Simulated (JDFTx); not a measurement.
SnSe:

```xyz
2
Lattice="0.0000 3.0100 3.0100 3.0100 0.0000 3.0100 3.0100 3.0100 0.0000" Properties=species:S:1:pos:R:3 pbc="T T T"
Sn    0.0000    0.0000    0.0000
Se    3.0100    3.0100    3.0100
```

Measurements of this composition are mostly on another form, of space group No. 62.

| Property | Result |
| --- | --- |
| Program | JDFTx 1.7.0 (patched build) |
| Task | relaxation of cell and atoms |
| Functional | SCAN |
| Potentials or basis | SG15-PBE-1.2 with smoothed tails |
| Cutoff | 1088 eV |
| Density cutoff | 8708 eV |
| k mesh | 3 × 3 × 3 |
| Occupations | fermi-dirac, width 0.05 eV |
| Spin | no spin polarisation |

At the start: pressure -2.5 GPa; volume 27.27 Å³/atom.

Task: Where does the relaxation end?

Result: Over 6 steps the energy falls by 10.6 meV/atom and the volume is 25.98 Å³/atom (-4.7 %); space group Fm-3m (No. 225, to 0.05 Å).

Step by step:
```tsv
step	energy change (eV)	largest force (eV/Å)	pressure (GPa)	volume (Å³)
1	0.0000	0.0000	-2.53	54.54
2	-0.0045	0.0000	-2.27	54.24
3	-0.0213	0.0000	0.10	51.87
4	-0.0213	0.0000	0.00	51.96
5	-0.0213	0.0000	0.00	51.96
6	-0.0213	0.0000	0.00	51.96
```

Final structure:
```
Sn Se
1.0
     0.00000    2.96171    2.96171
     2.96171    0.00000    2.96171
     2.96171    2.96171    0.00000
Sn Se
1 1
Direct
  0.00000 0.00000 0.00000
  0.50000 0.50000 0.50000
```

Caveat: the k mesh is coarse (spacing up to 0.60 Å⁻¹), so the values aren't converged; meta-GGA forces are noisy on this grid; the potentials were made for another functional, which shifts forces and pressure.
